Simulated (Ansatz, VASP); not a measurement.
# Two plane-wave programs on C

```xyz
8
Lattice="2.5810 0.0000 0.0000 -1.2905 2.2352 0.0000 0.0000 0.0000 7.8894" Properties=species:S:1:pos:R:3 pbc="T T T"
C     0.0000    0.0000    0.7335
C     0.0000    0.0000    4.6781
C     0.0000    0.0000    3.2112
C     0.0000    0.0000    7.1559
C     0.0000    1.4901    1.2270
C     1.2905    0.7451    5.1717
C     0.0000    1.4901    2.7177
C     1.2905    0.7451    6.6623
```

Change from the starting cell: strain +0.025 along x and y, -0.050 along z, atoms carried along.

Alike in both runs: task single point; functional PBE; k mesh 12 × 12 × 4; occupations gaussian, width 0.05 eV; no spin polarisation.

|  | VASP | Ansatz |
| --- | --- | --- |
| version | VASP 6.6.1 | Ansatz 0.2.0 |
| potentials or method | VASP PAW PBE potentials, release 64 (C) | scalar-relativistic, plane waves, PAW |
| plane-wave cutoff (eV) | 520 | 420 |
| valence electrons in the cell | 32 | 32 |

|  | VASP | Ansatz | Ansatz less VASP |
| --- | --- | --- | --- |
| gap on the k mesh at the Fermi level (eV) | 3.50 | 3.51 | +0.010 |
| least direct gap on the mesh (eV) | 4.38 | 4.39 | +0.008 |
| pressure (GPa) | 5.2 | 4.5 | -0.69 |
| largest component of the traceless stress (GPa) | 65.00 | 64.65 | -0.350 |
| rms of the force components (eV/Å) | 0.299 | 0.286 | -0.0127 |

Atom by atom the forces differ by 0.013 eV/Å (rms over components). The functional is the same, so the differences come from potentials, cutoffs and numerics.
